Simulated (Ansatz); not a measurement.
# Copper, bcc under PBE: structure, energy and stiffness, part 1 of 2

The plan for copper in the bcc structure: relax it, solve it on a dense k-mesh, switch on spin-orbit coupling, then scale the cell to 7 volumes from 88 to 112 % of the relaxed one and try a fit of the equation of state. The k-meshes are 15×15×15 for the relaxation; 25×25×25 for the dense run; 15×15×15 for spin-orbit coupling; 25×25×25 for the volumes.

This is Cu in the bcc structure; at room conditions it is fcc.

Program: Ansatz 0.2.0. Level of theory: DFT PBE, plane waves (420 eV) with PAW, scalar-relativistic. These are calculated values, not measurements.

**1. The starting structure**

The structure is cubic, space group Im-3m (No. 229). The conventional cell has a = 2.869 Å, b = 2.869 Å, c = 2.869 Å, α = 90.00°, β = 90.00°, γ = 90.00°. Around Cu (site symmetry m-3m) lie 8 Cu at 2.48 Å.

As a file:

```cif
data_structure
_symmetry_space_group_name_H-M 'P 1'
_symmetry_Int_Tables_number 1
_cell_length_a 2.4848
_cell_length_b 2.4848
_cell_length_c 2.4848
_cell_angle_alpha 109.471
_cell_angle_beta 109.471
_cell_angle_gamma 109.471
_cell_volume 11.81
loop_
_atom_site_label
_atom_site_type_symbol
_atom_site_fract_x
_atom_site_fract_y
_atom_site_fract_z
_atom_site_occupancy
Cu1 Cu 0.00000 0.00000 0.00000 1
```

**2. Relaxation of the cell**

File input.yaml:

```yaml
crystal:
  lattice:
    - [-1.4345978267, 1.4345978267, 1.4345978267]
    - [1.4345978267, -1.4345978267, 1.4345978267]
    - [1.4345978267, 1.4345978267, -1.4345978267]
  atoms:
    - { symbol: Cu, position: [0.0, 0.0, 0.0] }
hamiltonian:
  xc: pbe
  pseudopotentials:
    kind: paw
    azcp:
      Cu: "pseudopotentials/Cu.paw.azcp"
basis:
  ecutwfc: 420
  fft_grid_basis: typed
kpoints:
  mp_grid: { grid: [15, 15, 15], shift: [0, 0, 0] }
magnetization:
  spin_polarized: false
scf:
  occupations: { method: fermi_dirac, width: 0.1 }
relax:
  max_steps: 60
  f_tol: 0.01
  cell: {}
```

The program printed:

```text
Engine: ansatz 0.2.0, x86_64-unknown-linux-gnu
Pseudopotentials: kind: paw
Pseudopotential: Cu, paw, valence charge 19, recommended cutoff 420 eV (normal), <dir>
Functional definition: PBE
  parameter kappa = 0.804
  parameter beta = 0.06672455060314922
  exchange = pbe_x(kappa = kappa, mu = beta*pi^2/3)
  correlation = pbe_c(beta = beta)
Crystal: 1 atoms, lattice volume = 11.810 Å³
Basis set: ecut = 420 eV, 225 PW (Γ), exchange–correlation on 36×36×36 points (8 copies of the dense FFT grid, shifted against one another)
Bands: 14, of which v1, the nominal top of the filled ones, is band 10 counted from 1 (9 counted from 0)
Symmetry: 48 space group operations
Space group: Im-3m (ITA 229), of the structure as read, at distance tolerance 2.3e-5 Å
k-points: 120 of 3375
Non-local potential: Cu, projectors of the file, l = 0: 3, l = 1: 2, l = 2: 3, l = 3: 1
PAW form: soft (Blöchl's): semilocal exchange-correlation on the pseudo side does not see the compensation charge
PAW one-centre angular grid: Cu, 590 points (default); XC on 64 Gauss nodes
Initial density: superposition of atomic densities (neutral atoms: chi_scale 0, normalization atom), corrected by the library's trained network
Initial wavefunctions: pseudopotential atomic-orbital guess
Functional: x = pbe(κ = 0.804, μ = 0.2195149727645171), c = pbe(β = 0.06672455060314922)
SCF iter   1: F=—  HF=-6625.144220 eV  |F-HF|=—  |Δ(HF+E_count)|=         —  Δρ=8.73e-4  dr2=1.35e-5  ethr=1.77e-3  ⟨swp⟩=5.3  Hψ=8359  notcnv=0
preconditioner: auto → none  [metal: Δε(μ)=0.082 eV  Ē_g=17.239 eV  σ=0.100 eV  W_gap=0.20  n_scr=0 (ndim 8)  ℏωp=35.8 eV  f_vac=0.000  D(μ)=0.30/eV (n_scr^D=0)]
SCF iter   2: F=—  HF=-6625.144342 eV  |F-HF|=—  |Δ(HF+E_count)|=   1.22e-4  Δρ=4.61e-4  dr2=4.75e-6  ethr=7.10e-8  ⟨swp⟩=3.0  Hψ=4253  notcnv=0
SCF iter   3: F=—  HF=-6625.144358 eV  |F-HF|=—  |Δ(HF+E_count)|=   1.56e-5  Δρ=2.01e-4  dr2=2.01e-6  ethr=2.50e-8  ⟨swp⟩=2.0  Hψ=2321  notcnv=0
iter 4 did not close the SCF: its close was put off for the readings that it lacked (scf_convergence_deferred on its scf_iter line)
SCF iter   4: F=-6625.144358 eV  HF=-6625.144358 eV  |F-HF|=2.13e-8  |Δ(HF+E_count)|=   5.04e-9  Δρ=1.64e-5  dr2=6.04e-9  ethr=1.06e-8  ⟨swp⟩=2.1  Hψ=2315  notcnv=0
iter 5 did not close the SCF: its close was put off for the readings that it lacked (scf_convergence_deferred on its scf_iter line)
SCF iter   5: F=-6625.144358 eV  HF=-6625.144358 eV  |F-HF|=4.26e-10  |Δ(HF+E_count)|=   2.07e-8  Δρ=3.05e-6  dr2=2.38e-10  ethr=3.18e-11  ⟨swp⟩=2.1  Hψ=2427  notcnv=0
SCF iter   6: F=-6625.144358 eV  HF=-6625.144358 eV  |F-HF|=1.09e-11  |Δ(HF+E_count)|=  5.54e-10  Δρ=3.73e-7  dr2=5.84e-12  ethr=1.25e-12  ⟨swp⟩=1.2  Hψ=4864  notcnv=0
SCF 1 converged in 6 iterations: F = -6625.144358 eV  dr2 = 5.84e-12
relax step   1: F+E_penalty+E_count = -6625.14435806 eV  Δ(F+E_penalty+E_count) = +0.000e0 eV  max|allowed force component| = 0.000e0 eV/Å  Δτ_max = 0.0000 Å  P = +2.351 GPa  Ω = 11.810 Å³  (6 SCF iters, dr2 threshold 1.00e-7 eV, accepted)
Crystal: 1 atoms, lattice volume = 11.906 Å³
Initial density: handed on by an earlier stage of this run
Initial wavefunctions: those handed on with the density
iter 1 solved again at ethr=3.88e-6 eV; its pass at ethr=3.10e-3 eV (dr2=7.37e-4 eV) is discarded
SCF iter   1: F=—  HF=-6625.145480 eV  |F-HF|=—  |Δ(HF+E_count)|=         —  Δρ=3.05e-3  dr2=7.14e-4  ethr=3.88e-6  ⟨swp⟩=1.7  Hψ=9999  notcnv=0
preconditioner: auto → none  [metal: Δε(μ)=0.059 eV  Ē_g=17.161 eV  σ=0.100 eV  W_gap=0.15  n_scr=0 (ndim 8)  ℏωp=35.7 eV  f_vac=0.000  D(μ)=0.30/eV (n_scr^D=0)]
SCF iter   2: F=—  HF=-6625.145336 eV  |F-HF|=—  |Δ(HF+E_count)|=   1.44e-4  Δρ=2.38e-4  dr2=4.35e-6  ethr=3.76e-6  ⟨swp⟩=2.1  Hψ=2286  notcnv=0
SCF iter   3: F=—  HF=-6625.145333 eV  |F-HF|=—  |Δ(HF+E_count)|=   3.42e-6  Δρ=1.67e-4  dr2=2.85e-6  ethr=2.29e-8  ⟨swp⟩=2.0  Hψ=2725  notcnv=0
iter 4 did not close the SCF: its close was put off for the readings that it lacked (scf_convergence_deferred on its scf_iter line)
SCF iter   4: F=-6625.145332 eV  HF=-6625.145332 eV  |F-HF|=2.48e-8  |Δ(HF+E_count)|=   7.47e-7  Δρ=1.89e-5  dr2=1.10e-8  ethr=1.50e-8  ⟨swp⟩=2.1  Hψ=2350  notcnv=0
iter 5 did not close the SCF: its close was put off for the readings that it lacked (scf_convergence_deferred on its scf_iter line)
SCF iter   5: F=-6625.145332 eV  HF=-6625.145332 eV  |F-HF|=2.72e-10  |Δ(HF+E_count)|=   3.32e-8  Δρ=1.52e-6  dr2=1.36e-10  ethr=5.79e-11  ⟨swp⟩=2.0  Hψ=2824  notcnv=0
SCF iter   6: F=-6625.145332 eV  HF=-6625.145332 eV  |F-HF|=1.82e-12  |Δ(HF+E_count)|=  5.55e-11  Δρ=8.27e-8  dr2=2.74e-13  ethr=1.00e-12  ⟨swp⟩=1.1  Hψ=4463  notcnv=0
SCF 2 converged in 6 iterations: F = -6625.145332 eV  dr2 = 2.74e-13
relax step   2: F+E_penalty+E_count = -6625.14533218 eV  Δ(F+E_penalty+E_count) = -9.741e-4 eV  max|allowed force component| = 0.000e0 eV/Å  Δτ_max = 0.0000 Å  P = +1.171 GPa  Ω = 11.906 Å³  energy of the carried Pulay correction = -7.666e-5 eV  (6 SCF iters, dr2 threshold 1.00e-7 eV, accepted)
Crystal: 1 atoms, lattice volume = 12.003 Å³
iter 1 solved again at ethr=3.73e-6 eV; its pass at ethr=3.10e-3 eV (dr2=7.09e-4 eV) is discarded
SCF iter   1: F=—  HF=-6625.145772 eV  |F-HF|=—  |Δ(HF+E_count)|=         —  Δρ=3.06e-3  dr2=7.23e-4  ethr=3.73e-6  ⟨swp⟩=1.7  Hψ=9993  notcnv=0
preconditioner: auto → none  [metal: Δε(μ)=0.046 eV  Ē_g=17.066 eV  σ=0.100 eV  W_gap=0.11  n_scr=0 (ndim 8)  ℏωp=35.5 eV  f_vac=0.000  D(μ)=0.30/eV (n_scr^D=0)]
SCF iter   2: F=—  HF=-6625.145626 eV  |F-HF|=—  |Δ(HF+E_count)|=   1.46e-4  Δρ=2.36e-4  dr2=4.54e-6  ethr=3.73e-6  ⟨swp⟩=2.1  Hψ=2282  notcnv=0
SCF iter   3: F=—  HF=-6625.145618 eV  |F-HF|=—  |Δ(HF+E_count)|=   7.63e-6  Δρ=1.64e-4  dr2=2.77e-6  ethr=2.39e-8  ⟨swp⟩=2.6  Hψ=2749  notcnv=0
iter 4 did not close the SCF: its close was put off for the readings that it lacked (scf_convergence_deferred on its scf_iter line)
SCF iter   4: F=-6625.145617 eV  HF=-6625.145617 eV  |F-HF|=2.09e-8  |Δ(HF+E_count)|=   7.43e-7  Δρ=1.77e-5  dr2=1.03e-8  ethr=1.46e-8  ⟨swp⟩=2.2  Hψ=2359  notcnv=0
iter 5 did not close the SCF: its close was put off for the readings that it lacked (scf_convergence_deferred on its scf_iter line)
SCF iter   5: F=-6625.145618 eV  HF=-6625.145618 eV  |F-HF|=3.64e-12  |Δ(HF+E_count)|=   3.06e-8  Δρ=5.86e-7  dr2=2.45e-11  ethr=5.40e-11  ⟨swp⟩=2.0  Hψ=2824  notcnv=0
SCF iter   6: F=-6625.145618 eV  HF=-6625.145618 eV  |F-HF|=9.09e-13  |Δ(HF+E_count)|=  1.09e-11  Δρ=7.83e-8  dr2=4.24e-13  ethr=1.00e-12  ⟨swp⟩=1.0  Hψ=3849  notcnv=0
SCF 3 converged in 6 iterations: F = -6625.145618 eV  dr2 = 4.24e-13
relax step   3: F+E_penalty+E_count = -6625.14561750 eV  Δ(F+E_penalty+E_count) = -2.853e-4 eV  max|allowed force component| = 0.000e0 eV/Å  Δτ_max = 0.0000 Å  P = +0.038 GPa  Ω = 12.003 Å³  energy of the carried Pulay correction = -1.534e-4 eV  (6 SCF iters, dr2 threshold 1.00e-7 eV, accepted)
Initial wavefunctions: pseudopotential atomic-orbital guess (no wavefunctions were taken with the density)
iter 1 solved again at ethr=1.92e-10 eV; its pass at ethr=3.10e-3 eV (dr2=3.65e-8 eV) is discarded
SCF iter   1: F=—  HF=-6625.145766 eV  |F-HF|=—  |Δ(HF+E_count)|=         —  Δρ=4.23e-5  dr2=2.77e-8  ethr=1.92e-10  ⟨swp⟩=4.0  Hψ=14577  notcnv=0
preconditioner: auto → none  [metal: Δε(μ)=0.056 eV  Ē_g=17.048 eV  σ=0.100 eV  W_gap=0.14  n_scr=0 (ndim 8)  ℏωp=35.5 eV  f_vac=0.000  D(μ)=0.30/eV (n_scr^D=0)]
SCF iter   2: F=—  HF=-6625.145765 eV  |F-HF|=—  |Δ(HF+E_count)|=   1.09e-6  Δρ=2.52e-5  dr2=2.93e-8  ethr=1.46e-10  ⟨swp⟩=2.0  Hψ=2732  notcnv=0
SCF iter   3: F=—  HF=-6625.145765 eV  |F-HF|=—  |Δ(HF+E_count)|=   1.40e-8  Δρ=9.93e-6  dr2=4.90e-9  ethr=1.46e-10  ⟨swp⟩=1.9  Hψ=1981  notcnv=0
SCF iter   4: F=—  HF=-6625.145765 eV  |F-HF|=—  |Δ(HF+E_count)|=   1.16e-9  Δρ=1.34e-6  dr2=4.51e-11  ethr=2.58e-11  ⟨swp⟩=2.0  Hψ=2303  notcnv=0
iter 5 did not close the SCF: its close was put off for the readings that it lacked (scf_convergence_deferred on its scf_iter line)
SCF iter   5: F=-6625.145765 eV  HF=-6625.145765 eV  |F-HF|=9.09e-13  |Δ(HF+E_count)|=  7.82e-11  Δρ=5.35e-8  dr2=2.76e-13  ethr=1.00e-12  ⟨swp⟩=1.3  Hψ=1715  notcnv=0
SCF iter   6: F=-6625.145765 eV  HF=-6625.145765 eV  |F-HF|=9.09e-13  |Δ(HF+E_count)|=  9.09e-13  Δρ=2.77e-9  dr2=2.31e-16  ethr=1.00e-12  ⟨swp⟩=3.0  Hψ=6004  notcnv=0
SCF 4 converged in 6 iterations: F = -6625.145765 eV  dr2 = 2.31e-16
relax step   4: F+E_penalty+E_count = -6625.14576490 eV  Δ(F+E_penalty+E_count) = -1.474e-4 eV  max|allowed force component| = 0.000e0 eV/Å  Δτ_max = 0.0000 Å  P = +0.022 GPa  Ω = 12.003 Å³  stress off target by 2.16e-2 GPa  SCF on the basis re-selected at this cell (its energy is not comparable with the rows above)  (6 SCF iters)
basis re-selected at this cell: Δ(F+E_penalty+E_count) = -1.474e-4 eV, ΔP = -0.016 GPa vs the last step (what re-selecting the basis moved, of the pressure what is left beyond the Pulay correction that the steps carried, after the strain that the cell walked since its last selection, with what the two solves' SCF thresholds leave and, on support functions, any second-order correction that the steps lacked; it is no measure of the basis error at this ecutwfc). This SCF's stress stands 2.16e-2 GPa from its target on what of the cell is left free (relax.cell.stress_tol is 5.00e-2 GPa) and its largest allowed force component is 0.00e0 eV/Å (relax.f_tol is 1.00e-2 eV/Å): within both
SCF converged after 6 iterations
Free energy (F): -6625.145765 eV
Harris-Foulkes:  -6625.145765 eV  (|F-HF|=9.09e-13)
Internal energy: -6625.136003 eV  (E = F + TS)
E sigma→0 (E₀):  -6625.140884 eV
Entropy (-TS):   -0.009762 eV (-9.762 meV/atom)
Fermi energy:    16.395253 eV
--- Per-component energies (eV) ---
  E_band       = -365.031433
  E_kinetic    = 299.763728
  E_local      = -4079.784683  (includes V_loc(G=0)·N_el)
  E_nonlocal   = 390.145726
  E_hartree    = 1796.308706
  E_xc         = -89.427699
  E_vxc        = -115.396003  (∫ρ·V_xc dr)
  E_paw        = -1663.169427  (= ΣΔE_a)
  E_vpaw       = -452.377922  (= ΣTr[D̂ρ^β])
  E_aug_tail   = 0.000310  (compensation charges beyond the density's cutoff)
  E_ewald      = -3278.972665
  E_smearing   = -0.009762  (= −TS)
  E_closure    = -0.000000  (closes the sum)
  Σ components = -6625.145765   (vs F -6625.145765, Δ=0.00e0)
--- Forces (eV/Å), atoms counted from 1 ---
  atom   1  Cu    -0.00000000     0.00000000    -0.00000000
  max |Σ_I F_I| component: 7.81e-32 eV/Å
--- Stress (GPa, compression-positive) ---
        0.021633       0.000000      -0.000000
        0.000000       0.021633      -0.000000
       -0.000000      -0.000000       0.021633
  P = ⅓ Tr σ = 0.0216 GPa (0.216 kbar)
--- Relaxed structure (3 steps of the walk, 3 accepted, 1 SCFs on fresh bases) ---
  F+E_penalty+E_count = -6625.14576490 eV   max|allowed force component| = 0.000e0 eV/Å   (the final SCF, on the basis selected at the relaxed cell)
  cell:  # Å, volume = 12.0025 Å³
    - [-1.4423515640844733, 1.4423515640844733, 1.4423515640844733]
    - [1.4423515640844733, -1.4423515640844733, 1.4423515640844733]
    - [1.4423515640844733, 1.4423515640844733, -1.4423515640844733]
  atoms:
    - { symbol: Cu, position: [0.0, 0.0, 0.0] }
```

Run time: 8.3 s. Hardware: 1 thread of an x86-64 CPU, shared host; peak memory 0.48 GiB.

The walk, from the log:

| step | energy change (meV/atom) | largest force (eV/Å) | pressure (GPa) | volume (Å³/atom) |
| --- | --- | --- | --- | --- |
| 1 | 0.00 | 0.0000 | 2.35 | 11.810 |
| 2 | -0.97 | 0.0000 | 1.17 | 11.906 |
| 3 | -1.26 | 0.0000 | 0.04 | 12.003 |
| 4 | -1.41 | 0.0000 | 0.02 | 12.003 |

Steps that repeat a cell are solved on a basis chosen anew, so their changes of energy are no gain of the relaxation.

The cell of the run, before and after:

|  | before | after | change |
| --- | --- | --- | --- |
| a (Å) | 2.485 | 2.498 | +0.5 % |
| b (Å) | 2.485 | 2.498 | +0.5 % |
| c (Å) | 2.485 | 2.498 | +0.5 % |
| volume (Å³/atom) | 11.810 | 12.003 | +1.6 % |
| shortest distance (Å) | 2.485 | 2.498 | +0.5 % |
| space group (spins left aside) | Im-3m | Im-3m | same |

**3. The energy on a finer k-mesh**

File input.yaml:

```yaml
crystal:
  lattice:
    - [-1.4423515641, 1.4423515641, 1.4423515641]
    - [1.4423515641, -1.4423515641, 1.4423515641]
    - [1.4423515641, 1.4423515641, -1.4423515641]
  atoms:
    - { symbol: Cu, position: [0.0, 0.0, 0.0] }
hamiltonian:
  xc: pbe
  pseudopotentials:
    kind: paw
    azcp:
      Cu: "pseudopotentials/Cu.paw.azcp"
basis:
  ecutwfc: 420
  fft_grid_basis: typed
kpoints:
  mp_grid: { grid: [25, 25, 25], shift: [0, 0, 0] }
magnetization:
  spin_polarized: false
scf:
  occupations: { method: fermi_dirac, width: 0.1 }
```

The program printed, cut to the lines that bear on the results:

```text
[...]
[... 3 set-up lines as earlier in the session ...]
[...]
Crystal: 1 atoms, lattice volume = 12.003 Å³
Basis set: ecut = 420 eV, 225 PW (Γ)
Bands: 14, of which v1, the nominal top of the filled ones, is band 10 counted from 1 (9 counted from 0)
[... 2 set-up lines as earlier in the session ...]
k-points: 455 of 15625
[...]
SCF iter   1: F=—  HF=-6625.143635 eV  |F-HF|=—  |Δ(HF+E_count)|=         —  Δρ=7.94e-4  dr2=1.15e-5  ethr=1.77e-3  ⟨swp⟩=5.4  Hψ=31813  notcnv=0
[...]
SCF iter   6: F=-6625.143776 eV  HF=-6625.143776 eV  |F-HF|=2.73e-12  |Δ(HF+E_count)|=  1.86e-10  Δρ=4.73e-8  dr2=2.03e-13  ethr=1.00e-12  ⟨swp⟩=1.0  Hψ=18382  notcnv=0
[...]
SCF converged after 6 iterations
Free energy (F): -6625.143776 eV
[...]
E sigma→0 (E₀):  -6625.138740 eV
Entropy (-TS):   -0.010071 eV (-10.071 meV/atom)
Fermi energy:    16.420978 eV
[...]
```

It took 6.2 s on 1 thread of an x86-64 CPU, shared host; peak memory 0.52 GiB.

**4. A two-component run at the same geometry**

Edit input.yaml of step 3 so:

```diff
@@ -10,3 +10,3 @@
   pseudopotentials:
-    kind: paw
+    kind: paw_fr
     azcp:
@@ -17,5 +17,6 @@
 kpoints:
-  mp_grid: { grid: [25, 25, 25], shift: [0, 0, 0] }
+  mp_grid: { grid: [15, 15, 15], shift: [0, 0, 0] }
 magnetization:
-  spin_polarized: false
+  noncollinear: true
+  spin_orbit: true
 scf:
```

The program printed, cut to the lines that bear on the results:

```text
[...]
Pseudopotentials: kind: paw_fr
Pseudopotential: Cu, paw_fr, valence charge 19, recommended cutoff 420 eV (normal), <dir>
[... 1 set-up line as earlier in the session ...]
[...]
non-collinear run that drives no moment, with spin-orbit: no starting moment large enough to seed its density (crystal.atoms[].spin), no starting occupations that ask for one, no magnetisation constraint and no magnetic field, so the semilocal B_xc is pinned to zero
Crystal: 1 atoms, lattice volume = 12.003 Å³
Basis set: ecut = 420 eV, 225 PW (Γ)
Bands: 28, of which v1, the nominal top of the filled ones, is band 19 counted from 1 (18 counted from 0)
Symmetry: 48 space group operations + 48 with time reversal
Magnetic group: BNS 229.141 (UNI 1643), of the structure as read, at distance tolerance 2.3e-5 Å
k-points: 120 of 3375
Projection manifold: j_resolved (fully-relativistic pseudo-atomic orbitals)
[...]
SCF iter   1: F=—  HF=-6626.413431 eV  |F-HF|=—  |Δ(HF+E_count)|=         —  Δρ=2.55e-1  dr2=4.85e0  dr2_m=0.00e0 (ungated)  ethr=3.10e-3  |M|=0.00e0 ∫|m|=0.00e0 μB  |m|>n=0.0e0 m-floor=0.0e0 τ_xc=0.0e0  β_m=0.30  ⟨swp⟩=6.1  Hψ=7966  notcnv=0  defer=48
[...]
SCF iter   7: F=-6625.513102 eV  HF=-6625.513102 eV  |F-HF|=2.22e-8  |Δ(HF+E_count)|=   1.70e-7  Δρ=2.51e-5  dr2=3.50e-8  dr2_m=0.00e0 (ungated)  ethr=5.26e-10  |M|=0.00e0 ∫|m|=0.00e0 μB  |m|>n=0.0e0 m-floor=0.0e0 τ_xc=0.0e0  ⟨swp⟩=1.9  Hψ=4594  notcnv=0
[...]
SCF converged after 7 iterations
Magnetization: |M| = 0.0000 μB,  M = (+0.0000, +0.0000, +0.0000) μB
Absolute magnetization: 0.0000 μB (∫|m|)
  site 0: m = (+0.0000, +0.0000, +0.0000) μB, |m| = 0.0000 μB  (R = 1.03 Å)
Free energy (F): -6625.513102 eV
[...]
E sigma→0 (E₀):  -6625.508214 eV
Entropy (-TS):   -0.009777 eV (-9.777 meV/atom)
Fermi energy:    16.398519 eV
[...]
```

It took 8.5 s on 1 thread of an x86-64 CPU, shared host; peak memory 0.49 GiB.

Side by side:

|  | scalar-relativistic | with spin-orbit coupling |
| --- | --- | --- |
| k-mesh | 25×25×25 | 15×15×15 |
| gap on the mesh | none (levels filled in part) | none (levels filled in part) |

The meshes differ, so small differences between the columns need not come from spin-orbit coupling.

**5. Volume × 0.88**

File input.yaml:

```yaml
crystal:
  lattice:
    - [-1.382182385, 1.382182385, 1.382182385]
    - [1.382182385, -1.382182385, 1.382182385]
    - [1.382182385, 1.382182385, -1.382182385]
  atoms:
    - { symbol: Cu, position: [0.0, 0.0, 0.0] }
hamiltonian:
  xc: pbe
  pseudopotentials:
    kind: paw
    azcp:
      Cu: "pseudopotentials/Cu.paw.azcp"
basis:
  ecutwfc: 420
  fft_grid_basis: typed
kpoints:
  mp_grid: { grid: [25, 25, 25], shift: [0, 0, 0] }
magnetization:
  spin_polarized: false
scf:
  occupations: { method: fermi_dirac, width: 0.1 }
output:
  stress: true
```

The program printed, cut to the lines that bear on the results:

```text
[...]
[... 3 set-up lines as earlier in the session ...]
[...]
Crystal: 1 atoms, lattice volume = 10.562 Å³
Basis set: ecut = 420 eV, 201 PW (Γ)
Bands: 14, of which v1, the nominal top of the filled ones, is band 10 counted from 1 (9 counted from 0)
[... 1 set-up line as earlier in the session ...]
Space group: Im-3m (ITA 229), of the structure as read, at distance tolerance 2.2e-5 Å
k-points: 455 of 15625
[...]
SCF iter   1: F=—  HF=-6625.046120 eV  |F-HF|=—  |Δ(HF+E_count)|=         —  Δρ=1.17e-3  dr2=3.13e-5  ethr=1.77e-3  ⟨swp⟩=5.3  Hψ=32305  notcnv=0
[...]
SCF iter   6: F=-6625.046291 eV  HF=-6625.046291 eV  |F-HF|=2.10e-9  |Δ(HF+E_count)|=   4.17e-8  Δρ=7.56e-6  dr2=3.07e-9  ethr=5.26e-10  ⟨swp⟩=4.1  Hψ=20004  notcnv=0
[...]
SCF converged after 6 iterations
Free energy (F): -6625.046291 eV
[...]
E sigma→0 (E₀):  -6625.041535 eV
Entropy (-TS):   -0.009513 eV (-9.513 meV/atom)
Fermi energy:    19.324973 eV
[...]
--- Stress (GPa, compression-positive) ---
       24.548126       0.000000      -0.000000
        0.000000      24.548126      -0.000000
        0.000000      -0.000000      24.548126
  P = ⅓ Tr σ = 24.5481 GPa (245.481 kbar)
```

Run time: 6.6 s. Hardware: 1 thread of an x86-64 CPU, shared host; peak memory 0.53 GiB.

**6. Volume × 0.92**

Edit input.yaml of step 5 so:

```diff
@@ -2,5 +2,5 @@
   lattice:
-    - [-1.382182385, 1.382182385, 1.382182385]
-    - [1.382182385, -1.382182385, 1.382182385]
-    - [1.382182385, 1.382182385, -1.382182385]
+    - [-1.4028150147, 1.4028150147, 1.4028150147]
+    - [1.4028150147, -1.4028150147, 1.4028150147]
+    - [1.4028150147, 1.4028150147, -1.4028150147]
   atoms:
```

The program printed, cut to the lines that bear on the results:

```text
[...]
[... 3 set-up lines as earlier in the session ...]
[...]
Crystal: 1 atoms, lattice volume = 11.042 Å³
Basis set: ecut = 420 eV, 201 PW (Γ)
Bands: 14, of which v1, the nominal top of the filled ones, is band 10 counted from 1 (9 counted from 0)
[... 2 set-up lines as earlier in the session ...]
k-points: 455 of 15625
[...]
SCF iter   1: F=—  HF=-6625.103783 eV  |F-HF|=—  |Δ(HF+E_count)|=         —  Δρ=1.03e-3  dr2=2.30e-5  ethr=1.77e-3  ⟨swp⟩=5.4  Hψ=32082  notcnv=0
[...]
SCF iter   6: F=-6625.103959 eV  HF=-6625.103959 eV  |F-HF|=2.00e-11  |Δ(HF+E_count)|=  8.25e-10  Δρ=4.63e-7  dr2=1.03e-11  ethr=2.66e-12  ⟨swp⟩=1.2  Hψ=19205  notcnv=0
[...]
SCF converged after 6 iterations
Free energy (F): -6625.103959 eV
[...]
E sigma→0 (E₀):  -6625.099091 eV
Entropy (-TS):   -0.009735 eV (-9.735 meV/atom)
Fermi energy:    18.269277 eV
[...]
--- Stress (GPa, compression-positive) ---
       14.353076       0.000000      -0.000000
        0.000000      14.353076       0.000000
       -0.000000       0.000000      14.353076
  P = ⅓ Tr σ = 14.3531 GPa (143.531 kbar)
```

It took 7.3 s on 1 thread of an x86-64 CPU, shared host; peak memory 0.53 GiB.

(Continued in part 2 of 2.)
